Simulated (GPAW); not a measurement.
Wanted: an ASE script for a GPAW 26.7.0 run.

```yaml
Task: relaxation of cell and atoms
Functional: TASK
Potentials_or_basis: GPAW PAW data sets (gpaw-data 1.2.1)
Cutoff: 600 eV
Basis: pw
k_mesh: 8 × 8 × 5
Occupations: fermi-dirac, width 0.05 eV
Spin: no spin polarisation
Maxiter: 150
Optimizer: FIRE
Fmax: 0.01 eV/Å
Max_steps: 60
Convergence: density=1e-06 energy=1e-06 eigenstates=1e-10
```

The structure of Ru lies in POSCAR:

```
Ru
1.0
    2.7058000000      0.0000000000      0.0000000000
   -1.3529000000      2.3432915376      0.0000000000
    0.0000000000      0.0000000000      4.2819000000
Ru
2
Direct
    0.6666666667      0.3333333333      0.7500000000
    0.3333333333      0.6666666667      0.2500000000
```

One way to write it, as run:

run.py

```python
from ase.filters import FrechetCellFilter
from ase.io import read, write
from ase.optimize import FIRE
from gpaw import GPAW, PW

atoms = read('POSCAR')

calc = GPAW(mode=PW(600),
            xc='MGGA_X_TASK+LDA_C_PW',
            kpts={'size': (8, 8, 5), 'gamma': True},
            occupations={'name': 'fermi-dirac', 'width': 0.05},
            nbands=29,
            convergence={'density': 1e-06, 'energy': 1e-06, 'eigenstates': 1e-10},
            maxiter=150,
            txt='gpaw.txt')
atoms.calc = calc
opt = FIRE(FrechetCellFilter(atoms), trajectory='relax.traj', logfile='-')
done = opt.run(fmax=0.01, steps=60)
calc.write('gs.gpw')
write('result.traj', atoms)
print('Converged:', done)
print('Cell:', atoms.cell.cellpar().round(4))
print('Volume:', round(atoms.get_volume(), 4))
print(atoms.get_scaled_positions().round(5))
```

Potentials or basis: GPAW PAW data sets (gpaw-data 1.2.1), pw.

The run is started by

```bash
$ OMP_NUM_THREADS=1 python run.py
```

Results of the run:

The relaxed volume is 13.55 Å³/atom and the relaxed cell is a = 2.707 Å, b = 2.707 Å, c = 4.269 Å, α = 90.00°, β = 90.00°, γ = 120.00°. The space group after relaxing (to 0.05 Å) is P6_3/mmc (No. 194) and the energy gained by relaxing is 0.2 meV/atom. The ionic steps are 8, the pressure after relaxing is 0.0 GPa and the band gap on the k mesh is none (metal or under the smearing width).

Caveat: later steps reuse the first step's grids; the PAW data sets were made with another functional, which shifts forces and pressure a little.

Run time: 9.8 min on 1 thread of Arm Neoverse V1, on a shared host, peak memory 0.68 GiB.
